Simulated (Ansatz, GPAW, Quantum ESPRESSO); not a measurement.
## One calculation of TiPt3, 3 ways

```
CELL_PARAMETERS angstrom
3.89700 0.00000 0.00000
0.00000 3.89700 0.00000
0.00000 0.00000 3.89700
ATOMIC_POSITIONS crystal
Pt 0.49329 0.49556 0.01067
Pt 0.50381 0.99229 0.48674
Pt 0.00851 0.50969 0.50900
Ti 0.98699 0.00532 0.00448
```

Atoms were shifted at random by some hundredths of an Å from the given cell, which wasn't relaxed again for these runs.

Alike in all runs: task single point; functional PBEsol; k mesh 7 × 7 × 7; occupations fermi-dirac, width 0.05 eV; no spin polarisation; no spin-orbit coupling. Pressure is positive in compression and, in plane waves, holds the error of the finite cutoff.

```
                           program and potentials  plane-wave cutoff (eV)  notes  pressure (GPa)  largest force (eV/Å)  energy over the undisturbed cell (meV/atom)
GPAW, PAW data sets generated for this functional                     600      -            1.32                 0.988                                        18.52
                Quantum ESPRESSO, GBRV 1.5 PBEsol                     612      -            0.56                 0.995                                        18.64
   Ansatz, all-electron LAPW, scalar-relativistic                       -      -            1.42                 0.999                                            -
```

Force on atom 2 (Pt), eV/Å:

```json
{"program and potentials": "GPAW, PAW data sets generated for this functional", "x": "0.010", "y": "0.611", "z": "0.776"}
{"program and potentials": "Quantum ESPRESSO, GBRV 1.5 PBEsol", "x": "0.017", "y": "0.621", "z": "0.778"}
{"program and potentials": "Ansatz, all-electron LAPW, scalar-relativistic", "x": "0.017", "y": "0.623", "z": "0.781"}
```

The pressure spans 0.56 (Quantum ESPRESSO, GBRV 1.5 PBEsol) to 1.42 GPa (Ansatz, all-electron LAPW, scalar-relativistic), with all-electron results at 1.42.

The functional is the same throughout but for its coding, so the spread measures potentials, basis and numerics; runs on potential files found faulty are left out.
